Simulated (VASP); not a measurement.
Input of a VASP 6.6.1 run:

Contents of INCAR:

```
SYSTEM = Fe
  ALGO = Normal
  EDIFF = 1E-7
  ENCUT = 520
  GGA = PE
  ISIF = 2
  ISMEAR = 0
  ISPIN = 2
  LASPH = .TRUE.
  LCHARG = .TRUE.
  LELF = .TRUE.
  LMAXMIX = 4
  LORBIT = 11
  LREAL = .FALSE.
  LVHAR = .TRUE.
  LWAVE = .FALSE.
  MAGMOM = 2.44
  NBANDS = 14
  NELM = 150
  PREC = Accurate
  SIGMA = 0.15
```

The input KPOINTS:

```
k-points
0
G
  10 10 10
  0 0 0
```

Contents of POSCAR:

```
Fe
1.0
   -1.4157750842      1.4157750842      1.4818917806
    1.4157750842     -1.4157750842      1.4818917806
    1.4157750842      1.4157750842     -1.4818917806
Fe
1
Direct
    0.0000000000      0.0000000000      0.0000000000
```

Potentials or basis: VASP PAW PBE potentials, release 64 (Fe).

Run with:

```sh
$ cat potpaw_PBE.64/Fe/POTCAR > POTCAR
$ mpirun -np 1 vasp_std > vasp.out
```

(1) Predict the band gap on the k mesh.

(2) Estimate the pressure.

(3) Predict the net moment.

Answers

(1) none (metal or under the smearing width).

(2) -8.5 GPa.

(3) 2.21 μB per cell.
